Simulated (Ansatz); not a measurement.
Runs of Ansatz 0.2.0 on Se. The structure is cubic, space group Pm-3m (No. 221). Conventional cell: a = 2.811 Å, b = 2.811 Å, c = 2.811 Å, α = 90.00°, β = 90.00°, γ = 90.00°. Se (site symmetry m-3m) is surrounded by 6 Se at 2.81 Å. This isn't the form of Se at room conditions, which is trigonal, of chains.

```tsv
level	cutoff (eV)	smearing	gap on the mesh (eV)	pressure (GPa)
BLYP+D3(BJ)	202	tetrahedron	none	(a)
RPBE	201	gaussian 0.1 eV	none	3.8
PBE	201	gaussian 0.1 eV	none	2.0
PBE	201	gaussian 0.02 eV	none	2.2
```

Alike in all rows: task single point; potentials or basis all-electron LAPW, scalar-relativistic; no spin polarisation; cell as given; k mesh 9 × 9 × 9; basis error allowed 0.001 eV/atom.

Q: Fill in the values left out.

A: (a) 0.5.

Caveats: pairwise dispersion overbinds metals, which lowers pressure and volume (some runs); with tetrahedron occupations forces and stress needn't match the slope of the energy (some runs).

A k mesh can miss the band edges, and the runs leave out spin-orbit coupling on Se.

A gap of «none» marks a metal or a gap under the smearing width.
